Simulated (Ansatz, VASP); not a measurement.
# Ti in VASP and in Ansatz

```
Ti
1.0
     0.00000    2.06683    2.06683
     2.06683    0.00000    2.06683
     2.06683    2.06683    0.00000
Ti
1
Direct
  0.00000 0.00000 0.00000
```

The cell was built by a generator and needn't be a form met in nature.

Alike in both runs: task relaxation of cell and atoms; functional RPBE; k mesh 13 × 13 × 13; occupations fermi-dirac, width 0.1 eV; no spin polarisation.

|  | VASP | Ansatz |
| --- | --- | --- |
| version | VASP 6.6.1 | Ansatz 0.2.0 |
| potentials or method | VASP PAW PBE potentials, release 64 (Ti_sv) | plane waves (420 eV) with PAW, scalar-relativistic |
| plane-wave cutoff (eV) | 600 | 420 |
| valence electrons in the cell | 12 | 12 |

```tsv
	VASP	Ansatz	Ansatz less VASP
relaxed volume (Å³/atom)	17.92	17.96	+0.041
relaxed cell length with the largest relative difference (Å)	2.937	2.940	+0.0023
energy change over the relaxation (meV/atom)	-1	-2	-0.4
```

Caveats: the PAW data sets were made with another functional, which shifts forces and pressure a little (VASP).
